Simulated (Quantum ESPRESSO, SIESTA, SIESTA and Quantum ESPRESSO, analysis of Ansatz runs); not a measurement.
**Sb_Si in SiC (F-43m): how far do the levels depend on the basis and the program? (SIESTA and Quantum ESPRESSO)**

We place the charge-transition levels of Sb_Si in SiC (F-43m) with atom-centred orbitals, then repeat the energies at other levels of method to see what holds. Model: a cell of 54 host atoms with 1 Si taken out and 1 Sb put in.

Program: SIESTA and Quantum ESPRESSO. Level of theory: SIESTA numerical-orbital DFT, PBEsol, DZP basis, PseudoDojo 0.4.1 potentials converted to PSML; charged supercells in a uniform background, point-charge correction with alignment at far sites. Results are calculated unless marked as measured.

### Step 1. Starting point

The cell holds 54 atoms: 26 Si, 27 C and 1 Sb. Its edges and angles: a = 9.283 Å, b = 9.283 Å, c = 9.283 Å, α = 60.0°, β = 60.0°, γ = 60.0°. It derives from SiC (space group F-43m). Nearest the centre at fractional (0.333, 0.667, 0.667): Sb35 at 0.00 Å, C36 at 1.89 Å, C18 at 1.89 Å, C30 at 1.89 Å, C34 at 1.89 Å, Si25 at 3.09 Å, Si13 at 3.09 Å, Si21 at 3.09 Å.

Structure file:

```xyz
54
Lattice="0.0000 6.5644 6.5644 6.5644 0.0000 6.5644 6.5644 6.5644 0.0000" Properties=species:S:1:pos:R:3 pbc="T T T"
Si    0.0000    0.0000    0.0000
C     1.0941    1.0941    1.0941
Si    2.1882    2.1882    0.0000
C     3.2822    3.2822    1.0941
Si    4.3763    4.3763    0.0000
C     5.4703    5.4703    1.0941
Si    2.1882    0.0000    2.1882
C     3.2822    1.0941    3.2822
Si    4.3763    2.1882    2.1882
C     5.4703    3.2822    3.2822
Si    6.5644    4.3763    2.1882
C     7.6585    5.4703    3.2822
Si    4.3763    0.0000    4.3763
C     5.4703    1.0941    5.4703
Si    6.5644    2.1882    4.3763
C     7.6585    3.2822    5.4703
Si    8.7526    4.3763    4.3763
C     9.8466    5.4703    5.4703
Si    0.0000    2.1882    2.1882
C     1.0941    3.2822    3.2822
Si    2.1882    4.3763    2.1882
C     3.2822    5.4703    3.2822
Si    4.3763    6.5644    2.1882
C     5.4703    7.6585    3.2822
Si    2.1882    2.1882    4.3763
C     3.2822    3.2822    5.4703
Si    4.3763    4.3763    4.3763
C     5.4703    5.4703    5.4703
Si    6.5644    6.5644    4.3763
C     7.6585    7.6585    5.4703
Si    4.3763    2.1882    6.5644
C     5.4703    3.2822    7.6585
Si    6.5644    4.3763    6.5644
C     7.6585    5.4703    7.6585
Sb    8.7526    6.5644    6.5644
C     9.8466    7.6585    7.6585
Si    0.0000    4.3763    4.3763
C     1.0941    5.4703    5.4703
Si    2.1882    6.5644    4.3763
C     3.2822    7.6585    5.4703
Si    4.3763    8.7526    4.3763
C     5.4703    9.8466    5.4703
Si    2.1882    4.3763    6.5644
C     3.2822    5.4703    7.6585
Si    4.3763    6.5644    6.5644
C     5.4703    7.6585    7.6585
Si    6.5644    8.7526    6.5644
C     7.6585    9.8466    7.6585
Si    4.3763    4.3763    8.7526
C     5.4703    5.4703    9.8466
Si    6.5644    6.5644    8.7526
C     7.6585    7.6585    9.8466
Si    8.7526    8.7526    8.7526
C     9.8466    9.8466    9.8466
```

Screening for the image-charge correction: ε∞ = 7.10, ε0 = 10.43, from a response run on this crystal (DFPT, PBEsol, Quantum ESPRESSO) at that run's own cell.

The cell's shortest repeat is 9.3 Å.

The primitive cell was relaxed at this level beforehand, to 20.95 Å³.

The defect-free supercell was relaxed beforehand, from displaced atoms: they ended at most 0.01 Å from the sites they started about, so the symmetric structure holds.

### Step 2. Band edges

Levels are counted from the valence top, which comes from the unit cell, dense mesh; the energy of the host comes from the defect-free supercell at the defects' own k-points, so that the host's part of the sampling error cancels.

The input, host.fdf:

```
SystemName                      SiC
SystemLabel                     host
NumberOfSpecies                 2
NumberOfAtoms                   2
%block ChemicalSpeciesLabel
  1   14 Si
  2    6 C
%endblock ChemicalSpeciesLabel
LatticeConstant                 1.0 Ang
%block LatticeVectors
     0.000001000     2.188136000     2.188136000
     2.188136000     0.000001000     2.188136000
     2.188136000     2.188136000     0.000001000
%endblock LatticeVectors
AtomicCoordinatesFormat         Fractional
%block AtomicCoordinatesAndAtomicSpecies
     0.000003199     0.000003199     0.000003199  1
     0.249996972     0.249996972     0.249996972  2
%endblock AtomicCoordinatesAndAtomicSpecies
%block kgrid.MonkhorstPack
   12   0   0  0.00
    0  12   0  0.00
    0   0  12  0.00
%endblock kgrid.MonkhorstPack
XC.Functional                   GGA
XC.Authors                      PBEsol
PAO.BasisSize                   DZP
PAO.EnergyShift                 0.005 Ry
Mesh.Cutoff                     300 Ry
OccupationFunction              FD
ElectronicTemperature           0.01 eV
MaxSCFIterations                150
SCF.MustConverge                true
SCF.Mixer.Method                Pulay
SCF.Mixer.Weight                0.2
SCF.Mixer.History               10
SCF.DM.Tolerance                1.0e-4
SCF.H.Tolerance                 1.0e-3 eV
WriteForces                     true
Charge.Mulliken                 end
```

On the command line:

```sh
OMP_NUM_THREADS=1 siesta host.fdf > host.out
```

What it wrote:

```text
Version         : 5.4.2

                           ***********************
                           *  WELCOME TO SIESTA  *
                           ***********************

[...]
reinit: Reading from file host.fdf

reinit: -----------------------------------------------------------------------
reinit: System Name: SiC
reinit: -----------------------------------------------------------------------
reinit: System Label: host
reinit: -----------------------------------------------------------------------

initatom: Reading input for the pseudopotentials and atomic orbitals ----------
Species number:   1 Atomic number:   14 Label: Si
Species number:   2 Atomic number:    6 Label: C

[... pseudopotential checks and orbital generation ...]

prinput: Basis input

PAO.BasisType split

%block ChemicalSpeciesLabel
    1   14 Si                      # Species index, atomic number, species label
    2    6 C                       # Species index, atomic number, species label
%endblock ChemicalSpeciesLabel

%block PAO.Basis                 # Define Basis set
# WARNING: This information might be incomplete!
[...]
(Free)E + p*V (eV/cell)     -278.7432
Target enthalpy (eV/cell)     -278.7457
[...]
siesta: Final energy (eV):
siesta:  Band Struct. =    -101.151306
siesta:       Kinetic =     156.951378
siesta:       Hartree =      31.268314
siesta:         Exch. =     -90.540145
siesta:         Corr. =     -11.300426
siesta:   Exch.-corr. =    -101.840571
siesta:  Ion-electron =    -210.155603
siesta:       Ion-ion =    -154.969201
siesta:         Total =    -278.745682
siesta:         Fermi =      -6.333765
[...]
siesta: Stress tensor (static) (eV/Ang**3):
siesta:    -0.000116   -0.000014   -0.000014
siesta:    -0.000014   -0.000116   -0.000014
siesta:    -0.000014   -0.000014   -0.000116
[...]
siesta: Cell volume =         20.953310 Ang**3
[...]
siesta: Pressure (static):
siesta:                Solid            Molecule  Units
siesta:           0.00000127          0.00000094  Ry/Bohr**3
siesta:           0.00011615          0.00008588  eV/Ang**3
siesta:           0.18609308          0.13758814  kBar
[...]
mulliken: Qtot =        8.000

Mulliken Atomic Populations:
Atom #   charge [q] valence [e]  Species
     1    -0.114310    4.114310  Si
     2     0.114310    3.885690  C
 Total     0.000000

Job completed
```

The job ended after 26 s (1 MPI rank of Arm Neoverse V1, shared host; peak memory 0.2 GiB).

The gap at this level is 1.23 eV.

Test of the sampling: at one point at (¼, ¼, ¼) the host's energy lies 128 meV an atom above its value on the primitive cell's dense mesh, too far, so all defect runs take a 2×2×2 mesh.

(Part 1 of 3 ends here.)

[Logs are printed without paths, hosts, clocks, repeated set-up lines and the standing remarks that a program may print on its own settings, such as how far it seeks lower states.]

[Hosts, paths, dates, database ids (printed as entryN), source tags and the programs' standing remarks are cut or masked in the printed files.]

[For some hosts the program warned that the k-mesh of the response run may be too coarse for force constants and the static dielectric constant; such warnings are not shown here.]

[Charge tables in the logs are Mulliken or Hirshfeld populations, whose sizes and signs can differ; where basis functions stand at a vacancy, SIESTA counts their charge against the missing atom's valence.]

[In relaxation paths of CP2K, step 0 can be the structure after the first move, since the trajectory file begins there, and the last row can be the final structure solved once more.]
